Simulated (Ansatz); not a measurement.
# HfSiO4: the band gap up the ladder of functionals

One table from this session's results is given with a row withheld; the runs are named, their logs left out.

Program: Ansatz 0.2.0. PAW datasets, plane waves. All values are calculated for a non-magnetic cell, which may be hypothetical.

## The system as given

The cell was relaxed beforehand with r2SCAN.

It is tetragonal, I-4m2 (No. 119); conventional cell a = 3.718 Å, c = 9.761 Å, 11.24 Å³ an atom. Hf has 6 O at 1.99–2.16 Å; Si has 6 O at 1.73–1.88 Å; O has 1 Si at 1.73 Å and 2 Hf at 1.99 Å; O has 2 Si at 1.88 Å and 1 Hf at 2.16 Å.

The structure in full:

Space group I-4m2 (No. 119). a = 3.718 Å, b = 3.718 Å, c = 9.761 Å, α = 90.00°, β = 90.00°, γ = 90.00°
| atom | site | symmetry | x | y | z |
| --- | --- | --- | --- | --- | --- |
| Hf | 2a | -4m2 | 0.0000 | 0.0000 | 0.0000 |
| Si | 2c | -4m2 | 0.0000 | 0.5000 | 0.2500 |
| O | 4f | 2mm. | 0.0000 | 0.5000 | 0.4277 |
| O | 4e | 2mm. | 0.0000 | 0.0000 | 0.2217 |

Set-up of the first run:

input.yaml

```yaml
crystal:
  lattice:
    - [-1.8587807214, 1.8587807214, 4.8804778907]
    - [1.8587807214, -1.8587807214, 4.8804778907]
    - [1.8587807214, 1.8587807214, -4.8804778907]
  atoms:
    - { symbol: Hf, position: [0.0, 0.0, 0.0] }
    - { symbol: Si, position: [0.75, 0.25, 0.5] }
    - { symbol: O, position: [0.9277387009, 0.4277387009, 0.5] }
    - { symbol: O, position: [0.2217177475, 0.2217177475, 0.0] }
    - { symbol: O, position: [0.5722612991, 0.0722612991, 0.5] }
    - { symbol: O, position: [0.7782822525, 0.7782822525, 0.0] }
kpoints:
  mp_grid: { grid: [10, 10, 10] }
  band_path:
    path:
      - [[0.0, 0.0, 0.0], [8.77702297658e-18, -8.77702297658e-18, 0.5], [0.25, 0.25, 0.25], [-6.149196781017e-18, 0.5, 6.149196781017e-18], [0.0, 0.0, 0.0], [0.5, 0.5, -0.5], [0.2862636595039, 0.7137363404961, -0.2862636595039]]
      - [[-0.2862636595039, 0.2862636595039, 0.2862636595039], [0.0, 0.0, 0.0]]
      - [[8.77702297658e-18, -8.77702297658e-18, 0.5], [-0.07252731900773, 0.07252731900773, 0.5]]
      - [[0.5, 0.5, -0.07252731900773], [0.5, 0.5, -0.5]]
    npoints: 10
hamiltonian:
  xc: pbe
scf:
  occupations: { method: fermi_dirac, width: 0.02 }
  n_extra_bands: 5
output:
  forces: true
  stress: true
  eigenvalues: true
  write_density: true
  write_potential: true
  elf: true
  volumetric_format: npy
```

Launch:

```
$ ansatz run input.yaml --threads 4 --pin off --max-ram 6451MiB --backend cpu --events-out ev --progress --plain --runs-dir out
```

Among the steps run: Band structure with PBE; r2SCAN; Single point with HSE06; PBE+SOC; PBE0 at the same geometry.

One of the session's tables, all rows but one given; the rest of the session is left out.

```
  level  gap (eV)
    PBE      3.99
 r2SCAN      4.42
  HSE06      5.56
PBE+SOC      3.93
   PBE0         ?
```

Q: Estimate the row for PBE0 from the others.

The run gave: gap (eV): 6.33. In the column «gap (eV)» it is the highest.

Meshes: PBE 10×10×10, r2SCAN 10×10×10, HSE06 6×6×6, PBE+SOC 10×10×10, PBE0 6×6×6

What this shows: The gap runs from 3.93 eV (PBE+SOC) to 6.33 eV (PBE0). Against HSE06, PBE is short by 1.57 eV, at 72 % of it, and r2SCAN 80 %. PBE0 lies 0.77 eV above HSE06, which differs from it by screening the long-range exchange.

To keep in mind: Warnings in the runs' records: stress exchange threshold loose, stress scf threshold loose.
